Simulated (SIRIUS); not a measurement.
Te:

```
Te
1.0
     2.30590    1.33131    1.69095
    -2.30590    1.33131    1.69095
     0.00000   -2.66263    1.69095
Te
1
Direct
  0.50000 0.50000 0.50000
```

This isn't the form of Te at room conditions, which is trigonal, of chains.

- Program: SIRIUS 7.12.0
- Task: single point
- Functional: PBE
- Potentials or basis: all-electron FP-LAPW
- Cutoff: 149 eV
- Basis: apw+lo standard
- k mesh: 9 × 9 × 9
- Occupations: fermi-dirac, width 0.05 eV
- Spin: no spin polarisation

On this cell: band gap on the k mesh none (metal or under the smearing width).

The same run follows on a disturbed copy (cell strained at random):

```xyz
1
Lattice="2.2857 1.3084 1.7231 -2.2642 1.2957 1.7038 -0.0002 -2.6598 1.7573" Properties=species:S:1:pos:R:3 pbc="T T T"
Te    0.0278   -0.0423    2.5897
```

What does the disturbed cell give?

The energy (extrapolated to zero smearing) moves by +0.4 meV/atom; band gap on the k mesh none (metal or under the smearing width).
